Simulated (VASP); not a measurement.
# Mg2Ge (Fm-3m) in VASP: band structure with PBE

Aim: the band structure of Mg2Ge with PBE.

All numbers are computed with VASP 6.6.1; they aren't measurements. Logs are shortened: lines on timing, memory, paths and dates and some standing lists are left out, and cuts for length are marked.

## 1. The structure

The structure is cubic, space group Fm-3m (No. 225). The conventional cell has a = 6.414 Å, b = 6.414 Å, c = 6.414 Å, α = 90.00°, β = 90.00°, γ = 90.00°. Ge (site symmetry m-3m) has 8 Mg at 2.78 Å as nearest neighbours. Mg (site symmetry -43m) is surrounded by 4 Ge at 2.78 Å.

The cell was built by a generator and needn't be a form met in nature.

## 2. Band structure, PBE

The input, INCAR:

```
SYSTEM = Mg2Ge
  PREC = Accurate
  ENCUT = 700
  EDIFF = 1E-6
  ISMEAR = 0
  SIGMA = 0.02
  LREAL = .FALSE.
  LASPH = .TRUE.
  NELM = 60
  ALGO = Fast
  ISIF = 2
  LWAVE = .FALSE.
  LCHARG = .FALSE.
  GGA = PE
```

The input, KPOINTS:

```
Automatic mesh
0
G
  10 10 10
  0 0 0
```

The input, POSCAR:

```
Mg2Ge                                   
1.0
   -0.0000000000      3.2072295544      3.2072295544
    3.2072295544     -0.0000000000      3.2072295544
    3.2072295544      3.2072295544      0.0000000000
  Ge              Mg            
     1     2
Direct
     1.0000000000000000    1.0000000000000000    0.0000000000000000
     0.2500000000000000    0.2500000000000000    0.2500000000000000
     0.7500000000000000    0.7500000000000000    0.7500000000000000
```

The input, KPOINTS_OPT:

```
path GXWKGLUWLK,UX
10
line-mode
reciprocal
 0.0000000000  0.0000000000  0.0000000000  G
 0.5000000000  0.0000000000  0.5000000000  X

 0.5000000000  0.0000000000  0.5000000000  X
 0.5000000000  0.2500000000  0.7500000000  W

 0.5000000000  0.2500000000  0.7500000000  W
 0.3750000000  0.3750000000  0.7500000000  K

 0.3750000000  0.3750000000  0.7500000000  K
 0.0000000000  0.0000000000  0.0000000000  G

 0.0000000000  0.0000000000  0.0000000000  G
 0.5000000000  0.5000000000  0.5000000000  L

 0.5000000000  0.5000000000  0.5000000000  L
 0.6250000000  0.2500000000  0.6250000000  U

 0.6250000000  0.2500000000  0.6250000000  U
 0.5000000000  0.2500000000  0.7500000000  W

 0.5000000000  0.2500000000  0.7500000000  W
 0.5000000000  0.5000000000  0.5000000000  L

 0.5000000000  0.5000000000  0.5000000000  L
 0.3750000000  0.3750000000  0.7500000000  K

 0.6250000000  0.2500000000  0.6250000000  U
 0.5000000000  0.0000000000  0.5000000000  X
```

Potentials or basis: VASP PAW PBE potentials, release 64 (Ge_d, Mg).

The run is started by

```console
$ cat potpaw_PBE.64/Ge_d/POTCAR potpaw_PBE.64/Mg/POTCAR > POTCAR
$ mpirun -np 1 vasp_std > vasp.out
```

OUTCAR:

```text
SYSTEM = Mg2Ge
   PREC = Accurate
   ENCUT = 700
   EDIFF = 1E-6
   ISMEAR = 0
   LREAL = .FALSE.
   LASPH = .TRUE.
   NELM = 60
   ISIF = 2
   GGA = PE

 ion  position               nearest neighbor table
   1  0.000  0.000  0.000-   2 2.78   3 2.78   3 2.78   3 2.78   3 2.78   2 2.78   2 2.78   2 2.78

   2  0.250  0.250  0.250-   1 2.78   1 2.78   1 2.78   1 2.78   3 3.21   3 3.21   3 3.21   3 3.21
                             3 3.21   3 3.21
   3  0.750  0.750  0.750-   1 2.78   1 2.78   1 2.78   1 2.78   2 3.21   2 3.21   2 3.21   2 3.21
                             2 3.21   2 3.21

  LATTYP: Found a face centered cubic cell.
 ALAT       =     6.4144591088

  Lattice vectors:

 A1 = (   0.0000000000,   3.2072295544,   3.2072295544)
 A2 = (   3.2072295544,   0.0000000000,   3.2072295544)
 A3 = (   3.2072295544,   3.2072295544,   0.0000000000)

Analysis of symmetry for initial positions (statically):
=====================================================================
 Subroutine PRICEL returns:
 Original cell was already a primitive cell.

 Routine SETGRP: Setting up the symmetry group for a
 face centered cubic supercell.

 Subroutine GETGRP returns: Found 48 space group operations
 (whereof 48 operations were pure point group operations)
 out of a pool of 48 trial point group operations.

The static configuration has the point symmetry O_h .

Analysis of symmetry for dynamics (positions and initial velocities):
=====================================================================
 Subroutine PRICEL returns:
 Original cell was already a primitive cell.

 Routine SETGRP: Setting up the symmetry group for a
 face centered cubic supercell.

 Subroutine GETGRP returns: Found 48 space group operations
 (whereof 48 operations were pure point group operations)
 out of a pool of 48 trial point group operations.

The dynamic configuration has the point symmetry O_h .

 Subroutine INISYM returns: Found 48 space group operations
 (whereof 48 operations are pure point group operations),
 and found     1 'primitive' translations

----------------------------------------------------------------------------------------

                                     Primitive cell

  volume of cell :      65.9812

  direct lattice vectors                    reciprocal lattice vectors
     0.000000000  3.207229554  3.207229554    -0.155897790  0.155897790  0.155897790
     3.207229554  0.000000000  3.207229554     0.155897790 -0.155897790  0.155897790
     3.207229554  3.207229554  0.000000000     0.155897790  0.155897790 -0.155897790

  length of vectors
[... 93 lines left out ...]
   TEBEG  =    0.0;   TEEND  =   0.0 temperature during run
   PSTRESS=    0.0 pullay stress
   NELECT =      18.0000    total number of electrons
   NUPDOWN=      -1.0000    fix difference up-down
   EMIN   =  10.00;   EMAX   =-10.00  energy-range for DOS
   EFERMI =   0.00;   METHOD = LEGACY
   ISMEAR =     0;   SIGMA  =   0.02  broadening in eV -4-tet -1-fermi 0-gaus
   EFERMI_NEDOS =   21; number of points for ismear=-14 and -15
   IALGO  =     68    algorithm
   IMIX   =      4    mixing-type and parameters
     AMIX     =   0.40;   BMIX     =  1.00
     AMIX_MAG =   1.60;   BMIX_MAG =  1.00
  volume/ion in A,a.u.               =      21.99       148.42
  Fermi-wavevector in a.u.,A,eV,Ry     =   1.061758  2.006432 15.338262  1.127330
  Thomas-Fermi vector in A             =   2.197185
   LORBIT       =      0    0 simple, 1 ext, 2 COOP (PROOUT), +10 PAW based schemes
   GGA     = PE    functional components
   LHFCALC =     F    Hartree Fock is set to
   AEXX    =    0.0000 exact exchange contribution
   IVDW    =     0    specifies the selected vdW correction
   LEPSILON=     F    determine dielectric tensor
   LRPA    =     F    only Hartree local field effects (RPA)
 non-spin polarized calculation
 RMM-DIIS sequential band-by-band and
 Gauss-broadening in eV      SIGMA  =   0.02
  energy-cutoff  :      700.00
  volume of cell :       65.98
 maximum number of plane-waves:      2804
   NGX = 19   NGY = 19   NGZ = 19

 number of electron      18.0000001 magnetization

 Free energy of the ion-electron system (eV)
  ---------------------------------------------------
  ext. energy  EPLUGINS =         0.00000000
  ---------------------------------------------------
  free energy    TOTEN  =        -8.36199794 eV

  energy without entropy =       -8.36199794  energy(sigma->0) =       -8.36199794

 E-fermi :   3.5179     XC(G=0):  -9.0295

 val. band max:        3.4385229501   @ k =   0.0000   0.0000   0.0000
 cond. band min:       3.5986702548   @ k =   0.5000   0.5000   0.0000
 fundamental gap:      0.1601473047
 Fermi energy:         3.5179248069

 k-point     1 :       0.0000    0.0000    0.0000
  band No.  band energies     occupation
      1     -20.2633      2.00000
      2     -20.2633      2.00000
      3     -20.2633      2.00000
      4     -20.2459      2.00000
      5     -20.2459      2.00000
      6      -6.2459      2.00000
      7       3.4385      2.00000
      8       3.4385      2.00000
      9       3.4385      2.00000
     10       4.3993      0.00000
     11       6.2301      0.00000
     12       6.2301      0.00000
     13       6.2301      0.00000
[... 354 lines left out ...]
  band No.  band energies     occupation
      1     -20.2641      2.00000
      2     -20.2618      2.00000
      3     -20.2617      2.00000
      4     -20.2464      2.00000
      5     -20.2452      2.00000
      6      -5.0556      2.00000
      7      -0.3255      2.00000
      8       1.3954      2.00000
      9       1.7614      2.00000
     10       4.2764      0.00000
     11       4.8280      0.00000
     12       8.9144      0.00000
     13       9.2354      0.00000

 [... further k-points ...]
[... 5 lines left out ...]
  --------------------------------------------------------------------------------------
  -------------------------------------------------------------------------------------
  Total       -0.0083844     -0.0083844     -0.0083844      0.0000000      0.0000000     -0.0000000
  in kB       -0.2035927     -0.2035927     -0.2035927      0.0000000      0.0000000     -0.0000000
  external PRESSURE =      -0.2035927 kB  Pullay stress =       0.0000000 kB

 VOLUME and BASIS-vectors are now :
 -----------------------------------------------------------------------------
  energy-cutoff  :      700.00
  volume of cell :       65.98
      direct lattice vectors                 reciprocal lattice vectors
     0.000000000  3.207229554  3.207229554    -0.155897790  0.155897790  0.155897790
     3.207229554  0.000000000  3.207229554     0.155897790 -0.155897790  0.155897790
     3.207229554  3.207229554  0.000000000     0.155897790  0.155897790 -0.155897790

 POSITION                                       TOTAL-FORCE (eV/Angst)
 -----------------------------------------------------------------------------------
      0.00000      0.00000      0.00000         0.000000      0.000000      0.000000
      1.60361      1.60361      1.60361         0.000000      0.000000      0.000000
      4.81084      4.81084      4.81084        -0.000000     -0.000000     -0.000000
 -----------------------------------------------------------------------------------
    total drift:                               -0.000000      0.000000     -0.000000

  FREE ENERGIE OF THE ION-ELECTRON SYSTEM (eV)
  ---------------------------------------------------
  free  energy   TOTEN  =        -8.3619979424 eV

  energy  without entropy=       -8.3619979424  energy(sigma->0) =       -8.36199794
```

stdout:

```text
POSCAR found type information on POSCAR GeMg
 POSCAR found :  2 types and       3 ions
 scaLAPACK will be used
 LDA part: xc-table for (Slater+PW92), standard interpolation
 POSCAR, INCAR and KPOINTS ok, starting setup
 FFT: planning ... GRIDC
 FFT: planning ... GRID_SOFT
 FFT: planning ... GRID
 WAVECAR not read
 entering main loop
WARNING in EDDRMM: call to ZHEGV failed, returncode =   8  4     13
 Start KPOINTS_OPT (optional k-point list driver)
k-point batch [1-47\100]
k-point batch [48-94\100]
k-point batch [95-100\100]
```

Run time: 61 s. Hardware: 1 thread of Intel Xeon 6975P-C (Granite Rapids), shared host; peak memory 0.31 GiB.

What came out:

| Property | Result |
| --- | --- |
| Free energy | -8.3620 eV |
| Pressure | 0.0 GPa |
| Band gap on the k mesh | 0.16 eV, indirect (least direct gap 0.96 eV) |
| Band gap along the path | 0.16 eV, indirect (least direct gap 0.96 eV) |

Levels at the corners of the path, in eV from the valence-band top:
| point | band 5 | band 6 | band 7 | band 8 | band 9 | band 10 | band 11 | band 12 | band 13 |
| --- | --- | --- | --- | --- | --- | --- | --- | --- | --- |
| Γ | -23.69 | -9.68 | 0.00 | 0.00 | 0.00 | 0.96 | 2.79 | 2.79 | 2.79 |
| X | -23.68 | -8.03 | -4.49 | -1.99 | -1.99 | 0.16 | 0.52 | 7.82 | 7.82 |
| X | -23.68 | -8.03 | -4.49 | -1.99 | -1.99 | 0.16 | 0.52 | 7.82 | 7.82 |
| W | -23.68 | -8.00 | -3.65 | -3.65 | -2.67 | 2.77 | 3.69 | 3.73 | 3.73 |
| W | -23.68 | -8.00 | -3.65 | -3.65 | -2.67 | 2.77 | 3.69 | 3.73 | 3.73 |
| K | -23.68 | -8.05 | -4.06 | -3.47 | -1.66 | 0.70 | 3.09 | 5.97 | 6.04 |
| K | -23.68 | -8.05 | -4.06 | -3.47 | -1.66 | 0.70 | 3.09 | 5.97 | 6.04 |
| Γ | -23.69 | -9.68 | 0.00 | 0.00 | 0.00 | 0.96 | 2.79 | 2.79 | 2.79 |
| Γ | -23.69 | -9.68 | 0.00 | 0.00 | 0.00 | 0.96 | 2.79 | 2.79 | 2.79 |
| L | -23.68 | -8.48 | -4.80 | -0.73 | -0.73 | 0.95 | 2.75 | 2.75 | 4.80 |
| L | -23.68 | -8.48 | -4.80 | -0.73 | -0.73 | 0.95 | 2.75 | 2.75 | 4.80 |
| U | -23.68 | -8.05 | -4.06 | -3.47 | -1.66 | 0.70 | 3.09 | 5.97 | 6.04 |
| U | -23.68 | -8.05 | -4.06 | -3.47 | -1.66 | 0.70 | 3.09 | 5.97 | 6.04 |
| W | -23.68 | -8.00 | -3.65 | -3.65 | -2.67 | 2.77 | 3.69 | 3.73 | 3.73 |
| W | -23.68 | -8.00 | -3.65 | -3.65 | -2.67 | 2.77 | 3.69 | 3.73 | 3.73 |
| L | -23.68 | -8.48 | -4.80 | -0.73 | -0.73 | 0.95 | 2.75 | 2.75 | 4.80 |
| L | -23.68 | -8.48 | -4.80 | -0.73 | -0.73 | 0.95 | 2.75 | 2.75 | 4.80 |
| K | -23.68 | -8.05 | -4.06 | -3.47 | -1.66 | 0.70 | 3.09 | 5.97 | 6.04 |
| U | -23.68 | -8.05 | -4.06 | -3.47 | -1.66 | 0.70 | 3.09 | 5.97 | 6.04 |
| X | -23.68 | -8.03 | -4.49 | -1.99 | -1.99 | 0.16 | 0.52 | 7.82 | 7.82 |

As with any semilocal functional, this PBE gap is likely too small.
